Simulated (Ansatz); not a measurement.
What does this script print? It uses Ansatz's Python interface.

`pdos_vo2.py`:
```python
# -*- coding: utf-8 -*-
import warnings

import ansatz
import matplotlib.pyplot as plt
import numpy as np


def main():
    warnings.simplefilter('ignore', ansatz.DeckWarning)

    lattice = ansatz.Lattice.of(
        (4.53, 0.0, 0.0),
        (0.0, 4.53, 0.0),
        (0.0, 0.0, 2.869),
    )
    sites = [
        ('V', (0.0, 0.0, 0.0)),
        ('V', (0.5, 0.5, 0.5)),
        ('O', (0.305, 0.305, 0.0)),
        ('O', (0.195, 0.805, 0.5)),
        ('O', (0.695, 0.695, 0.0)),
        ('O', (0.805, 0.195, 0.5)),
    ]
    system = ansatz.Crystal(lattice=lattice)
    for symbol, position in sites:
        system = system.atom(symbol, position)
    system = system.moments(V=1.0)

    setup = (
        system.calculation()
        .functional(ansatz.Functional.PBE)
        .basis(470)
        .occupations('fermi_dirac')
        .kpoints(5, 5, 7)
        .spin('collinear')
        .hubbard('V', 'd', u_eff=3.0)
        .scf(extra_bands=18)
        .density_of_states(projected=True, method='smearing', broadening_width=0.15, energy_step=0.1)
    )
    session = setup.session()
    planned = session.plan(threads=1)
    done = planned.execute()
    rep = done.report

    dos = done.density_of_states()
    energy = np.asarray(dos.energies_ev) - dos.fermi_ev
    curves = {}
    for site in done.projected_density_of_states().sites:
        for shell in site.shells:
            weight = sum(np.sum(curve.g_bin_mean_per_ev, axis=0) for curve in shell.curves)
            name = f'{site.species} {shell.label}'
            curves[name] = curves.get(name, 0) + weight

    window = (energy > -8) & (energy < 4)
    fig, ax = plt.subplots(figsize=(5.5, 3.5))
    for name, g in curves.items():
        if g[window].max() > 0.05:
            ax.plot(energy[window], g[window], label=name, lw=1)
            print(f'{name:8s} peak {g[window].max():7.3f} states/eV at {energy[window][g[window].argmax()]:6.2f} eV')
    ax.set(xlabel='E - E_F (eV)', ylabel='states/eV')
    ax.legend(fontsize=7)
    fig.tight_layout()
    fig.savefig('pdos.png', dpi=100)


if __name__ == '__main__':
    main()
```

Output of `python pdos_vo2.py`:
```text
V 4S     peak   0.159 states/eV at  -6.22 eV
V 3P     peak   0.054 states/eV at  -4.12 eV
V 3D     peak   4.057 states/eV at   1.28 eV
O 2S     peak   0.294 states/eV at   3.68 eV
O 2P     peak   4.903 states/eV at  -5.72 eV
```

Reading the output:
- Other magnetic orders than the one started from may lie lower.
- For a metal this k-point mesh is coarse: on a finer one energies can move by several to tens of meV an atom and pressures by half a GPa or more, differences at one mesh by less.
- Of the deposited cell: the entry's cell lengths or inner coordinates differ somewhat from later room-temperature determinations.
- Peaks are the largest values inside the energy window taken; deeper bands lie outside it.
- This is a high-temperature or high-pressure form, not the ambient phase.
- The structure is a deposited one; some such entries were measured under pressure or heat, so a shift against it needn't be the functional's error alone.
- Curves are summed over the cell's atoms. Only shells that the potentials hold have channels, so projections don't add up to the total, least of all where a shell is missing (p of most metals); heights and places of peaks move with the mesh.
- The density of states is complete only as far up as bands were computed.
- The script silences the warnings on its input, which a real study should read.
- The whole script took 3 min on 1 thread of Intel(R) Xeon(R) Processor @ 2.30GHz, on a shared host, peak memory 1.3 GiB.
